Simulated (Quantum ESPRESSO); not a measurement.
Runs of Quantum ESPRESSO 7.5 on SiGe. Symmetry: P6_3mc, No. 186, hexagonal system. The conventional cell has a = 3.904 Å, b = 3.904 Å, c = 6.451 Å, α = 90.00°, β = 90.00°, γ = 120.00°. Ge (site symmetry 3m) has 4 Si at 2.40 to 2.41 Å as nearest neighbours. Si (site symmetry 3m) has 4 Ge at 2.40 to 2.41 Å as nearest neighbours. The cell comes from a database or a generator and needn't be the stable form of this composition.

| task | level | potentials or basis | k mesh | cutoff (eV) | symmetry | SCF threshold | form of the LDA correlation | gap on the mesh (eV) | pressure (GPa) | V0 of scaled cells (Å³/atom) | B0 (GPa) | largest force (eV/Å) |
| --- | --- | --- | --- | --- | --- | --- | --- | --- | --- | --- | --- | --- |
| band structure | r2SCAN | SG15 PBE 1.2 | 6 × 6 × 3 | 952 | off | 1e-08 Ry | - | 0.61 | (a) | - | - | 0.01 |
| equation of state | PBEsol | GBRV 1.5 PBEsol | 8 × 8 × 4 | 612 | - | 8e-10 Ry | - | - | - | 21.20 | (b) | - |
| band structure | LDA | GBRV 1.5 LDA | 8 × 8 × 4 | 612 | - | 8e-10 Ry | PZ81 | 0.35 | -2.2 | - | - | - |
| equation of state | LDA | GBRV 1.5 LDA | 8 × 8 × 4 | 612 | - | 8e-10 Ry | PZ81 | - | - | 20.73 | 85 | - |
| band structure | PBEsol | GBRV 1.5 PBEsol | 8 × 8 × 4 | 612 | - | 8e-10 Ry | - | 0.36 | (c) | - | - | 0.01 |
| equation of state | r2SCAN | SG15 PBE 1.2 | 7 × 7 × 3 | 952 | off | 1e-08 Ry | - | - | - | 21.00 | 85 | - |

Alike in all rows: no spin polarisation; cell as given; smearing fermi-dirac 0.05 eV.

Task: Estimate the missing entries.

Result: (a) -1.1; (b) 81; (c) -0.4.

Caveats: the cell was scaled at fixed shape and fractional positions, which overstates the stiffness of a crystal with free parameters, most of all of layers and chains (some runs); the potentials were made for another functional, which shifts forces and pressure (some runs).

A k mesh can miss the band edges, and the runs leave out spin-orbit coupling on Ge.
